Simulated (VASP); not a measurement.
# In (Im-3m) in VASP: further runs, part 2 of 2

VASP 6.6.1. Earlier steps stand in the parts before.

## Step 3: Relaxation of cell and atoms, PBE

This run uses another cell than the first one, of 26.69 Å³/atom, 0.958 times its volume.

Contents of INCAR:

```
PREC = Accurate ; ENCUT = 600
EDIFF = 1E-6 ; ISMEAR = 0
SIGMA = 0.1 ; LREAL = F
LASPH = T ; NELM = 100
ALGO = Normal ; ISIF = 3
LWAVE = F ; LCHARG = F
GGA = PE ; IBRION = 2
NSW = 100 ; EDIFFG = -0.005
```

Contents of KPOINTS:

```
regular mesh
0
Gamma
  16 16 16
```

Contents of POSCAR:

```
In
1.0
   -1.8825252400      1.8825252400      1.8825252400
    1.8825252400     -1.8825252400      1.8825252400
    1.8825252400      1.8825252400     -1.8825252400
In
1
Direct
    0.0000000000      0.0000000000      0.0000000000
```

Potentials or basis: VASP PAW PBE potentials, release 64 (In_d).

Started as:

```
$ cat potpaw_PBE.64/In_d/POTCAR > POTCAR
$ mpirun -np 1 vasp_std > vasp.out
```

OUTCAR:

```text
PREC = Accurate
   ENCUT = 600
   EDIFF = 1E-6
   ISMEAR = 0
   LREAL = F
   LASPH = T
   NELM = 100
   ISIF = 3
   GGA = PE
   IBRION = 2
   NSW = 100
   EDIFFG = -0.005

 ion  position               nearest neighbor table
   1  0.000  0.000  0.000-

  LATTYP: Found a body centered cubic cell.
 ALAT       =     3.7650504800

  Lattice vectors:

 A1 = (  -1.8825252400,   1.8825252400,   1.8825252400)
 A2 = (   1.8825252400,  -1.8825252400,   1.8825252400)
 A3 = (   1.8825252400,   1.8825252400,  -1.8825252400)

Analysis of symmetry for initial positions (statically):
=====================================================================
 Subroutine PRICEL returns:
 Original cell was already a primitive cell.

 Routine SETGRP: Setting up the symmetry group for a
 body centered cubic supercell.

 Subroutine GETGRP returns: Found 48 space group operations
 (whereof 48 operations were pure point group operations)
 out of a pool of 48 trial point group operations.

The static configuration has the point symmetry O_h .

Analysis of symmetry for dynamics (positions and initial velocities):
=====================================================================
 Subroutine PRICEL returns:
 Original cell was already a primitive cell.

 Routine SETGRP: Setting up the symmetry group for a
 body centered cubic supercell.

 Subroutine GETGRP returns: Found 48 space group operations
 (whereof 48 operations were pure point group operations)
 out of a pool of 48 trial point group operations.

The dynamic configuration has the point symmetry O_h .

 Subroutine INISYM returns: Found 48 space group operations
 (whereof 48 operations are pure point group operations),
 and found     1 'primitive' translations

----------------------------------------------------------------------------------------

                                     Primitive cell

  volume of cell :      26.6859

  direct lattice vectors                    reciprocal lattice vectors
    -1.882525240  1.882525240  1.882525240     0.000000000  0.265600689  0.265600689
     1.882525240 -1.882525240  1.882525240     0.265600689  0.000000000  0.265600689
[... 95 lines left out ...]
   NUPDOWN=      -1.0000    fix difference up-down
   EMIN   =  10.00;   EMAX   =-10.00  energy-range for DOS
   EFERMI =   0.00;   METHOD = LEGACY
   ISMEAR =     0;   SIGMA  =   0.10  broadening in eV -4-tet -1-fermi 0-gaus
   EFERMI_NEDOS =   21; number of points for ismear=-14 and -15
   IALGO  =     38    algorithm
   IMIX   =      4    mixing-type and parameters
     AMIX     =   0.40;   BMIX     =  1.00
     AMIX_MAG =   1.60;   BMIX_MAG =  1.00
  volume/ion in A,a.u.               =      26.69       180.09
  Fermi-wavevector in a.u.,A,eV,Ry     =   1.288136  2.434225 22.576080  1.659295
  Thomas-Fermi vector in A             =   2.420108
   LORBIT       =      0    0 simple, 1 ext, 2 COOP (PROOUT), +10 PAW based schemes
   GGA     = PE    functional components
   LHFCALC =     F    Hartree Fock is set to
   AEXX    =    0.0000 exact exchange contribution
   IVDW    =     0    specifies the selected vdW correction
   LEPSILON=     F    determine dielectric tensor
   LRPA    =     F    only Hartree local field effects (RPA)
 conjugate gradient relaxation of ions
 non-spin polarized calculation
 Gauss-broadening in eV      SIGMA  =   0.10
  energy-cutoff  :      600.00
  volume of cell :       26.69
 maximum number of plane-waves:       935
 NGX is ok and might be reduce to    28
   NGX = 13   NGY = 13   NGZ = 13

--------------------------------------- Ionic step        1  -------------------------------------------

 number of electron      12.9999996 magnetization

 Free energy of the ion-electron system (eV)
  ---------------------------------------------------
  ext. energy  EPLUGINS =         0.00000000
  ---------------------------------------------------
  free energy    TOTEN  =        -2.54274927 eV

  energy without entropy =       -2.53927528  energy(sigma->0) =       -2.54101227

 E-fermi :   7.3170     XC(G=0): -10.1603

 val. band max:        7.3120615451   @ k =  -0.4375   0.5000   0.3125
 cond. band min:       7.3266972189   @ k =   0.3125   0.1250   0.0000
 fundamental gap:      0.0146356738
 Fermi energy:         7.3169788486

 k-point     1 :       0.0000    0.0000    0.0000
  band No.  band energies     occupation
      1      -7.3570      2.00000
      2      -7.3570      2.00000
      3      -7.3570      2.00000
      4      -7.0929      2.00000
      5      -7.0929      2.00000
      6      -2.1017      2.00000
      7      18.2029      0.00000
      8      18.2029      0.00000
      9      18.2029      0.00000
     10      20.2495      0.00000
[... 438 lines left out ...]
--------------------------------------- Ionic step        5  -------------------------------------------

 number of electron      13.0000004 magnetization

 Free energy of the ion-electron system (eV)
  ---------------------------------------------------
  ext. energy  EPLUGINS =         0.00000000
  ---------------------------------------------------
  free energy    TOTEN  =        -2.54868421 eV

  energy without entropy =       -2.54561220  energy(sigma->0) =       -2.54714821

 E-fermi :   6.8439     XC(G=0):  -9.9563

 val. band max:        6.8329570727   @ k =   0.3125   0.1250   0.0000
 cond. band min:       6.8589350713   @ k =  -0.4375   0.5000   0.3125
 fundamental gap:      0.0259779987
 Fermi energy:         6.8438920355

 k-point     1 :       0.0000    0.0000    0.0000
  band No.  band energies     occupation
      1      -7.7875      2.00000
      2      -7.7875      2.00000
      3      -7.7875      2.00000
      4      -7.5516      2.00000
      5      -7.5516      2.00000
      6      -2.2878      2.00000
      7      17.2612      0.00000
      8      17.2612      0.00000
      9      17.2612      0.00000
     10      19.6373      0.00000
[... 327 lines left out ...]
  FREE ENERGIE OF THE ION-ELECTRON SYSTEM (eV)
  ---------------------------------------------------
  free  energy   TOTEN  =        -2.5486842139 eV

  energy  without entropy=       -2.5456121974  energy(sigma->0) =       -2.54714821

 reached required accuracy - stopping structural energy minimisation
```

Wall time 51 s (1 thread of Intel Xeon 6975P-C (Granite Rapids), shared host); peak memory 0.2 GiB.

Results:

```yaml
Free_energy: -2.5487 eV
Relaxed_volume: 27.87 Å³/atom
Relaxed_cell: a = 3.308 Å, b = 3.308 Å, c = 3.308 Å, α = 109.47°, β = 109.47°, γ = 109.47°
Space_group_after_relaxing_to_0.05_Å: Im-3m (No. 229)
Energy_gained_by_relaxing: 5.9 meV/atom
Ionic_steps: 5
Pressure_after_relaxing: 0.0 GPa
Band_gap_on_the_k_mesh: none (metal or under the smearing width)
```

The path:
| step | energy change (eV) | largest force (eV/Å) | pressure (GPa) | volume (Å³) |
| --- | --- | --- | --- | --- |
| 1 | 0.0000 | 0.0000 | 1.67 | 26.69 |
| 2 | -0.0059 | 0.0000 | 0.09 | 27.77 |
| 3 | -0.0059 | 0.0000 | 0.05 | 27.84 |
| 4 | -0.0059 | 0.0000 | -0.11 | 27.96 |
| 5 | -0.0059 | 0.0000 | -0.01 | 27.87 |

Final structure:
```
CELL_PARAMETERS angstrom
-1.91007 1.91007 1.91007
1.91007 -1.91007 1.91007
1.91007 1.91007 -1.91007
ATOMIC_POSITIONS crystal
In 0.00000 0.00000 0.00000
```

Levels at points of the mesh, in eV from the Fermi level:
| k point | band 3 | band 4 | band 5 | band 6 | band 7 | band 8 | band 9 | band 10 |
| --- | --- | --- | --- | --- | --- | --- | --- | --- |
| (0.00, 0.00, 0.00) | -14.63 | -14.40 | -14.40 | -9.13 | 10.42 | 10.42 | 10.42 | 12.79 |
| (0.50, 0.00, 0.00) | -14.41 | -14.40 | -14.25 | -3.93 | -2.95 | 5.62 | 7.08 | 9.68 |
| (0.50, 0.50, 0.50) | -14.29 | -14.29 | -14.28 | 0.58 | 1.25 | 1.25 | 1.25 | 5.16 |
